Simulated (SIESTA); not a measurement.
The system is SnO.

```
Sn O
1.0
     3.81370    0.00000    0.00000
     0.00000    3.81370    0.00000
     0.00000    0.00000    4.88691
Sn O
2 2
Direct
  0.50000 0.00000 0.76463
  0.00000 0.50000 0.23537
  0.00000 0.00000 0.00000
  0.50000 0.50000 0.00000
```

The cell is a database's computed one.

Base run:

| Item | Value |
| --- | --- |
| Program | SIESTA 5.4.2 |
| Functional | PBE |
| Potentials or basis | PseudoDojo 0.4 standard (PBE files) |
| Basis | SZP (energy shift 0.003 Ry) |
| Grid cutoff | 800 Ry |
| Energy shift | 0.003 Ry |
| k mesh | 7 × 7 × 6 |
| Occupations | fermi-dirac, width 0.05 eV |
| Spin | no spin polarisation |

Its results: band gap on the k mesh 0.30 eV, indirect (least direct gap 1.90 eV); pressure 9.2 GPa; largest force 1.490 eV/Å.

Question: The run is repeated on the same cell with these changes: basis from SZP (energy shift 0.003 Ry) to DZDP (energy shift 0.003 Ry; two zetas on semicore shells). What comes out?

Answer: Band gap on the k mesh 0.36 eV, indirect (least direct gap 1.98 eV); pressure 6.3 GPa; largest force 0.902 eV/Å.

Caveats: spin-orbit coupling is left out, which moves the levels of the heavy elements; an odd mesh through Γ misses points on the zone boundary, where band edges often lie; the basis of atomic orbitals isn't converged, which shifts pressures, moduli and gaps; forces of over 1 eV/Å show positions far from the minimum, so gaps and moduli don't describe the material at rest (some runs).
